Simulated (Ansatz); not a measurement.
# C (Diamond): the cost of one run

Computed with Ansatz 0.2.0 (DFT PBEsol, scalar-relativistic, plane waves, PAW, unless a step's input says otherwise).

1 further run of the same task is left out (set aside as unsound or not needed).

## Step 1: Starting point

The structure is cubic, space group Fd-3m (No. 227). The conventional cell has a = 3.554 Å, b = 3.554 Å, c = 3.554 Å, α = 90.00°, β = 90.00°, γ = 90.00°. Around C (site symmetry -43m) lie 4 C at 1.54 Å.

Coordinates:

```cif
data_structure
_symmetry_space_group_name_H-M 'P 1'
_symmetry_Int_Tables_number 1
_cell_length_a 2.5129
_cell_length_b 2.5129
_cell_length_c 2.5129
_cell_angle_alpha 60.000
_cell_angle_beta 60.000
_cell_angle_gamma 60.000
_cell_volume 11.22
loop_
_atom_site_label
_atom_site_type_symbol
_atom_site_fract_x
_atom_site_fract_y
_atom_site_fract_z
_atom_site_occupancy
C1 C 0.00000 0.00000 0.00000 1
C2 C 0.25000 0.25000 0.25000 1
```

It is the result of an earlier relaxation at this level (volume 5.61 Å³/atom; gap on the mesh: 4.07 eV).

## Step 2: The bulk's band edges

File input.yaml:

```yaml
crystal:
  lattice:
    - [0.0, 1.7769046136, 1.7769046136]
    - [1.7769046136, 0.0, 1.7769046136]
    - [1.7769046136, 1.7769046136, 0.0]
  atoms:
    - { symbol: C, position: [0.0, 0.0, 0.0] }
    - { symbol: C, position: [0.25, 0.25, 0.25] }
basis:
  ecutwfc: 420
kpoints:
  mp_grid: { grid: [12, 12, 12] }
  band_path: { path: [VBM, CBM], npoints: 2 }
hamiltonian:
  xc: pbesol
scf:
  occupations: { method: gaussian, width: 0.02 }
output:
  forces: true
  stress: true
  eigenvalues: true
```

Started as:

```sh
ansatz run input.yaml --threads 1 --pin off --max-ram 2560MiB --backend cpu --events-out ev --progress --plain --runs-dir out
```

Q: Estimate wall time and peak memory on 1 thread of Intel Xeon at 2.70GHz, shared host.

About 1.4 s, with a peak of 0.27 GiB.
